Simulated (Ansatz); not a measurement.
Molecular dynamics on a 2×2×1 supercell (12 atoms) of TiS2 (CdI2 type), relaxed with r2SCAN+rVV10. Forces come from PBE in Ansatz: Langevin thermostat and barostat (NPT), 300 K, steps of 1 fs. Classical nuclei, no spin polarisation; a few dozen steps show the first response, not equilibrium.

```yaml
crystal:
  lattice:
    - [6.8212030657, 1.0e-10, 0.0]
    - [-3.4106015329, 5.9073351392, 0.0]
    - [0.0, 0.0, 5.7387202071]
  atoms:
    - { symbol: Ti, position: [0.0, 0.0, 0.0] }
    - { symbol: S, position: [0.1666666667, 0.3333333333, 0.2449123207] }
    - { symbol: S, position: [0.3333333333, 0.1666666667, 0.7550876793] }
    - { symbol: Ti, position: [0.0, 0.5, 0.0] }
    - { symbol: S, position: [0.1666666667, 0.8333333333, 0.2449123207] }
    - { symbol: S, position: [0.3333333333, 0.6666666667, 0.7550876793] }
    - { symbol: Ti, position: [0.5, 0.0, 0.0] }
    - { symbol: S, position: [0.6666666667, 0.3333333333, 0.2449123207] }
    - { symbol: S, position: [0.8333333333, 0.1666666667, 0.7550876793] }
    - { symbol: Ti, position: [0.5, 0.5, 0.0] }
    - { symbol: S, position: [0.6666666667, 0.8333333333, 0.2449123207] }
    - { symbol: S, position: [0.8333333333, 0.6666666667, 0.7550876793] }
kpoints:
  mp_grid: { grid: [3, 3, 3] }
hamiltonian:
  xc: pbe
scf:
  occupations: { method: fermi_dirac, width: 0.026 }
md:
  ensemble: npt_langevin
  temperature: 300
  timestep: 1.0
  n_steps: 40
  initial_velocities: maxwell_boltzmann
  seed: 7634
```

Run as `ansatz run input.yaml --threads 4 --pin off --max-ram 3686MiB --backend cpu --events-out ev --progress --plain --runs-dir out`. Wall time 3.3 min on 4 threads of Arm Neoverse V1, on a shared host, load about 0.4 per core; peak host memory 0.82 GiB.

```csv
step,t (fs),T (K),free energy F from step 0 (meV/atom),kinetic energy (meV/atom),pressure (GPa),volume (Å³/atom),largest force (eV/Å)
0,0,275,0.0,35.5,1.93,19.27,0.11
1,1,280,0.0,36.2,1.86,19.27,0.14
2,2,283,0.0,36.5,1.75,19.28,0.17
3,3,265,0.2,34.3,1.63,19.29,0.23
4,4,256,0.4,33.0,1.49,19.31,0.29
5,5,251,0.7,32.5,1.33,19.33,0.36
6,6,233,1.2,30.1,1.17,19.35,0.42
7,7,231,1.6,29.8,1.00,19.38,0.48
8,8,240,2.2,31.0,0.82,19.41,0.54
9,9,243,2.9,31.4,0.62,19.45,0.59
10,10,232,3.7,30.0,0.37,19.49,0.65
11,11,217,4.5,28.1,0.13,19.54,0.72
12,12,207,5.5,26.8,-0.08,19.58,0.78
13,13,220,6.5,28.4,-0.26,19.62,0.84
14,14,223,7.5,28.9,-0.46,19.67,0.89
15,15,238,8.8,30.8,-0.66,19.72,0.95
16,16,227,10.2,29.3,-0.87,19.77,1.01
17,17,221,11.6,28.5,-1.03,19.81,1.06
18,18,195,12.9,25.2,-1.18,19.85,1.11
19,19,185,14.2,23.9,-1.26,19.87,1.14
20,20,176,15.2,22.7,-1.27,19.88,1.17
21,21,165,16.2,21.4,-1.25,19.89,1.20
22,22,165,17.0,21.3,-1.22,19.89,1.22
23,23,157,17.8,20.2,-1.22,19.90,1.24
24,24,174,18.6,22.4,-1.20,19.91,1.26
25,25,170,19.1,21.9,-1.15,19.90,1.26
26,26,169,19.5,21.8,-1.06,19.90,1.26
27,27,148,19.7,19.2,-0.97,19.88,1.25
28,28,153,19.9,19.8,-0.83,19.86,1.24
29,29,140,20.1,18.1,-0.68,19.84,1.23
30,30,161,20.2,20.8,-0.49,19.81,1.21
31,31,164,20.4,21.2,-0.34,19.79,1.20
32,32,177,20.5,22.9,-0.21,19.78,1.19
33,33,189,20.5,24.4,-0.10,19.77,1.17
34,34,210,20.3,27.2,0.01,19.76,1.16
35,35,219,20.2,28.3,0.10,19.76,1.15
36,36,215,20.1,27.8,0.18,19.76,1.14
37,37,213,19.9,27.5,0.26,19.76,1.13
38,38,208,19.8,26.9,0.35,19.76,1.11
39,39,202,19.7,26.1,0.45,19.76,1.09
40,40,185,19.6,23.9,0.55,19.75,1.09
```

The temperature starts at 275 K, is lowest at step 29 (140 K, 29 fs) and ends at 185 K. The thermostat hasn't had time to restore it. The atoms start on their lattice sites with kinetic energy alone, so much of it first passes into potential energy.

Positions (Å) and forces (eV/Å) at step 40:
```
cell (Å): 6.878 0.000 0.000; -3.439 5.956 0.000; 0.000 0.000 5.786
Ti  -0.087  -0.106   0.117     0.047   0.333  -0.657
S   -0.060   2.071   1.395     0.257  -0.255   0.090
S    1.763   0.977   4.464    -0.489   0.206  -0.452
Ti  -1.652   3.003   0.003     0.142  -0.460  -0.949
S   -1.681   4.894   1.354    -0.303   0.512   0.541
S    0.011   3.979   4.261    -0.258  -0.379   0.830
Ti   3.398   0.098   0.011     0.232  -0.216  -0.672
S    3.437   1.938   1.316    -0.054   0.679   0.856
S    5.160   0.976   4.337     0.053   0.100   0.593
Ti   1.673   3.055  -0.026     0.006  -0.284  -0.278
S    1.750   4.956   1.522    -0.032  -0.147  -0.362
S    3.304   4.069   4.332     0.399  -0.089   0.461
```
